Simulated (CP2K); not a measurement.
V in CP2K: convergence with cutoff ry

The system is V.

```
V
1.0
     2.60429    0.00000    0.00000
    -1.30215    2.25538    0.00000
     0.00000    0.00000    4.72334
V
2
Direct
  0.34326 0.66913 0.25041
  0.67086 0.33512 0.75090
```

This isn't the form of V at room conditions, which is bcc.

The cell isn't the ideal one: atoms moved at random, drawn with an rms of 0.02 Å.

```yaml
Program: CP2K 2026.2
Task: single point
Functional: LDA
Potentials_or_basis: GTH_POTENTIALS V GTH-PADE-q13; DZVP-MOLOPT-SR-GTH basis
Density_cutoff: 1225 eV
k_mesh: 9 × 9 × 5
Occupations: fermi-dirac, width 0.0259 eV
Spin: collinear spin, ferromagnetic start
Starting_moments: "[2.0, 2.0] μB"
```

These are the settings of the first run; the series varies cutoff ry, with any setting tied to it.

Hardware: 1 thread of Arm Neoverse V1 (shared host).

Q: The values tried are 90 Ry, 140 Ry, 190 Ry, 250 Ry, 320 Ry, 380 Ry, 450 Ry, 560 Ry, 720 Ry, loosest first. From which on does the pressure stay within 0.1 GPa of the tightest run that finished?

A: From 250 Ry on.

```
cutoff ry  energy less the tightest run, at zero smearing (meV/atom)  pressure (GPa)  SCF cycles  CPU time (s)  peak memory (GiB)
    90 Ry                                                     -44.54               -          20           220               0.37
   140 Ry                                                       5.62          -12.27          18           230               0.38
   190 Ry                                                       2.56          -12.48          18           220               0.38
   250 Ry                                                      -0.01          -12.34          17           200               0.39
   320 Ry                                                      -0.01          -12.34          17           200                0.4
   380 Ry                                                       0.01          -12.34          17           220               0.41
   450 Ry                                                       0.00          -12.34          17           220               0.43
   560 Ry                                                       0.00          -12.34          17           220               0.45
   720 Ry                                                       0.00          -12.34          17           230               0.48
```

Against the tightest run, the energy stays within 1 meV/atom from 250 Ry on. The tightest run that finished is the yardstick and may itself not be fully converged.

Caveat, for the tightest run too: the basis of atomic orbitals isn't converged, which shifts pressures, moduli and gaps; the total moment is fixed, so each spin has its own Fermi level.
